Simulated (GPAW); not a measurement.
Runs of GPAW 26.7.0 on KTaO3. It takes space group Pm-3m (No. 221, cubic). Conventional cell: a = 3.988 Å, b = 3.988 Å, c = 3.988 Å, α = 90.00°, β = 90.00°, γ = 90.00°. Around Ta (site symmetry m-3m) lie 6 O at 1.99 Å. Around K (site symmetry m-3m) lie 12 O at 2.82 Å. O (site symmetry 4/mmm) has 2 Ta at 1.99 Å as nearest neighbours. 

```csv
task,level,potentials or basis,spin,band path,band points,spin axis theta (degrees),spin axis phi (degrees),V0 of scaled cells (Å³/atom),B0 (GPa)
equation of state,LDA,"the program's PAW data sets (release 1.2.1) made for this functional, pw",off,-,-,-,-,12.30,218
equation of state,BEEF-vdW,"GPAW PAW data sets (gpaw-data 1.2.1), pw",off,-,-,-,-,13.23,184
equation of state,LDA,"PAW data sets generated in the run's folder for this functional, pw",off,-,-,-,-,12.30,218
equation of state,PBE+D4,"GPAW PAW data sets (gpaw-data 1.2.1), pw",off,-,-,-,-,(a),192
```

Alike in all rows: cell as given; k mesh 6 × 6 × 6; cutoff (eV) 800; smearing fermi-dirac 0.05 eV.

Problem. Fill in the values left out.

Solution. (a) 12.96.

Caveats: the PAW data sets were made with another functional, which shifts forces and pressure a little (some runs).
